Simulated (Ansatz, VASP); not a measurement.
BaTiO3: VASP beside Ansatz

```
Ba Ti O
1.0
     4.20863    0.00000    0.00000
     0.00000    3.01695    2.88592
     0.00000   -3.01695    2.88592
Ba Ti O
1 1 3
Direct
  0.00000 0.00808 0.00808
  0.50000 0.51971 0.51971
  0.00000 0.49163 0.49163
  0.50000 0.49381 0.98300
  0.50000 0.98300 0.49381
```

Change from the starting cell: strain +0.050 along x and y, +0.000 along z, atoms carried along.

Alike in both runs: task single point; functional PBE; k mesh 6 × 6 × 6; occupations gaussian, width 0.05 eV; no spin polarisation; Hubbard terms Ti d U = 4.0 eV.

|  | VASP | Ansatz |
| --- | --- | --- |
| version | VASP 6.6.1 | Ansatz 0.2.0 |
| potentials or method | VASP PAW PBE potentials, release 64 (Ba_sv, Ti_sv, O) | scalar-relativistic, plane waves, PAW |
| plane-wave cutoff (eV) | 520 | 420 |
| valence electrons in the cell | 40 | 40 |

|  | VASP | Ansatz | Ansatz less VASP |
| --- | --- | --- | --- |
| gap on the k mesh at the Fermi level (eV) | 2.18 | 2.21 | +0.037 |
| least direct gap on the mesh (eV) | 2.60 | 2.63 | +0.032 |
| pressure (GPa) | -9.9 | -12.2 | -2.36 |
| largest component of the traceless stress (GPa) | 5.72 | 5.55 | -0.166 |
| rms of the force components (eV/Å) | 0.099 | 0.273 | +0.1741 |

The programs project onto different local orbitals, so the same U acts differently. Atom by atom the forces differ by 0.193 eV/Å (rms over components).

Caveats: spin-orbit coupling is left out, which moves the levels of the heavy elements. A k mesh can miss the band edges.
